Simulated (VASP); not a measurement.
**GaSb: single point with PBE exchange alone**

**Experimental background.**

From a printed reference work, data compilation, for a bulk crystal of GaSb at 4.2 K: band gap 0.811 eV (direct).

Crystal: GaSb.

```
Sb Ga
1.0
     0.00000    3.31168    3.31168
     3.31168    0.00000    3.31168
     3.31168    3.31168    0.00000
Sb Ga
1 1
Direct
  0.75000 0.75000 0.75000
  0.00000 0.00000 0.00000
```

| Property | Result |
| --- | --- |
| Program | VASP 6.6.1 |
| Task | single point |
| Functional | PBE exchange alone |
| Potentials or basis | VASP PAW PBE potentials, release 64 (Sb, Ga_d) |
| Cutoff | 520 eV |
| k mesh | 8 × 8 × 8 |
| Occupations | fermi-dirac, width 0.05 eV |
| Spin | no spin polarisation |

| Property | Result |
| --- | --- |
| Pressure | 0.1 GPa |
| Band gap on the k mesh | zero (band 9 reaches 4.13 eV, above the bottom of band 10 at 4.10 eV) |

Levels at points of the mesh, in eV from the Fermi level:
```
           k point  band 6  band 7  band 8  band 9  band 10  band 11  band 12  band 13
(0.00, 0.00, 0.00)  -10.04   -1.54    0.04    0.04     0.04     2.82     2.82     2.82
(0.50, 0.00, 0.00)   -8.96   -5.40   -0.78   -0.78     0.01     3.73     3.73     6.52
(0.50, 0.50, 0.00)   -8.44   -5.89   -1.81   -1.81     1.08     1.71     7.18     7.18
```

It took 18 s on 1 thread of AMD EPYC 9R45 96-Core Processor (Zen 5), on a shared host, peak memory 0.18 GiB.

Against the measured gap of GaSb, 0.811 eV (direct; 4.2 K; a printed reference work, data compilation), the calculated 0.00 eV is off by -0.81 eV. Spin-orbit coupling on Ga, Sb is left out. The value is that of PBE exchange alone on a finite k mesh, which can miss the band edges, without temperature or zero-point motion.

Caveat: spin-orbit coupling is left out, which moves the levels of the heavy elements.
